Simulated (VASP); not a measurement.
**C: phonons with LDA**

The system is C.

```
C
1.0
     0.00000    1.76696    1.76696
     1.76696    0.00000    1.76696
     1.76696    1.76696    0.00000
C
2
Direct
  0.00000 0.00000 0.00000
  0.25000 0.25000 0.25000
```

This isn't the form of C at room conditions, which is graphite.

```yaml
Program: VASP 6.6.1
Task: phonons
Functional: LDA
Potentials_or_basis: VASP PAW LDA potentials, release 64 (C)
Cutoff: 600 eV
k_mesh: 14 × 14 × 14
Occupations: gaussian, width 0.03 eV
Spin: no spin polarisation
By_perturbation_theory: no
Further_INCAR_settings: ALGO = Normal; EDIFF = 1e-08; IBRION = 6; POTIM = 0.015; NSW = 1
```

```
Highest phonon frequency at Γ : 1324 cm⁻¹
```

Phonon frequencies in cm⁻¹ (negative: imaginary):
```tsv
q point	frequencies
(0.000, 0.000, 0.000)	0 0 0 1324 1324 1324
```

Run time: 65 s on 1 thread of Intel(R) Xeon(R) Platinum 8259CL CPU @ 2.50GHz (Skylake/Cascade Lake), with other jobs on the host, peak memory 0.17 GiB.
